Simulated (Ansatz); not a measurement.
Crystal: P.

```xyz
2
Lattice="1.7257 0.9963 3.1297 -1.7257 0.9963 3.1297 0.0000 -1.9927 3.1297" Properties=species:S:1:pos:R:3 pbc="T T T"
P     0.0000    0.0000    7.2570
P     0.0000    0.0000    2.1321
```

This isn't the form of P at room conditions, which is orthorhombic.

- Program: Ansatz 0.2.0
- Task: relaxation of cell and atoms
- Functional: RPBE
- Potentials or basis: Ansatz PAW polarizable
- Cutoff: 420 eV (not typed: the program's choice for these potentials)
- k mesh: 9 × 9 × 9
- Occupations: methfessel-paxton, width 0.1 eV
- Spin: collinear spin, antiferromagnetic start
- Starting moments: [0.5, -0.5] μB

At the start: volume 16.14 Å³/atom.

Q: How do energy, volume and symmetry change on relaxing?

A: It ends after 6 steps and the volume is 16.77 Å³/atom (+3.9 %); space group R-3m (No. 166, to 0.05 Å); moment 0.00 μB per cell.

The path:
| step | energy change (eV) | largest force (eV/Å) | volume (Å³) |
| --- | --- | --- | --- |
| 1 | 0.0000 | 0.2501 | 32.29 |
| 2 | -0.0122 | 0.1570 | 33.08 |
| 3 | -0.0146 | 0.0142 | 33.61 |
| 4 | -0.0146 | 0.0026 | 33.56 |
| 5 | -0.0146 | 0.0007 | 33.54 |
| 6 | -0.0149 | 0.0006 | 33.54 |

Final structure:
```xyz
2
Lattice="1.7517 1.0114 3.1557 -1.7517 1.0114 3.1557 0.0000 -2.0227 3.1557" Properties=species:S:1:pos:R:3 pbc="T T T"
P     0.0000    0.0000    7.3177
P     0.0000    0.0000    2.1494
```

Caveat: the plane-wave basis is chosen anew once the cell has moved, so the energies of steps on either side of that aren't comparable; the PAW data sets come from PBE, with cores solved anew for the run's functional, which leaves a small shift of forces and pressure; the starting moments weren't kept.
